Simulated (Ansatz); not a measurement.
# In₂O₃ — ¹¹³In nuclear quadrupole resonance

Cell: a structure deposited in the COD, ions relaxed with PBE at fixed cell.

Space group R-3c:H (No. 167); a = 5.4870, c = 14.5100 Å, γ = 120.00°.

| site | Wyckoff | site symmetry | x | y | z |
| --- | --- | --- | --- | --- | --- |
| In | 12c | 3. | 0.0000 | 0.0000 | 0.8579 |
| O | 18e | .2 | 0.9626 | 0.3333 | 0.0833 |

One atom of each set is listed; the run and its k-mesh use a cell of 10 atoms with edges of 5.78, 5.78, 5.78 Å.

The numbers come from a DFT calculation in Ansatz (LDA, plane waves and PAW, scalar-relativistic, 420 eV cutoff, Γ-centred 7×7×7 k-points, Fermi–Dirac smearing 0.02 eV).

¹¹³In: I = 9/2, Q = 761.0 mb (year-2017 value). Static lattice, zero field.

(1) The simulated lines lie at 3.68, 7.37, 11.1, 14.7 MHz. What are |C_Q|, η and |V_zz| at In?

## Answers

(1) For I = 9/2 and η = 0 the lines are |C_Q|/24 times 1, 2, 3 and 4; η shifts the lowest up most. Here |C_Q| = 88.4 MHz, η = 0.00 and |V_zz| = 4.81 × 10²¹ V/m². The calculation gives V_zz positive; the lines don't show the sign. The site has 6 O at 2.12–2.26 Å.

An axis of threefold or higher order runs through In, so V_zz lies along it and η is zero.

Without spin–orbit coupling (the program notes it for In) the gradients can shift somewhat, as the gap is small.

Hardware: 4 threads of Arm Neoverse V2 (aarch64; 8 cores open to the job, memory cap 8.0 GiB, no GPU), a shared host with a load of 0.7 a core. Wall time 6.6 s, CPU time 24 s, peak memory 0.65 GiB.
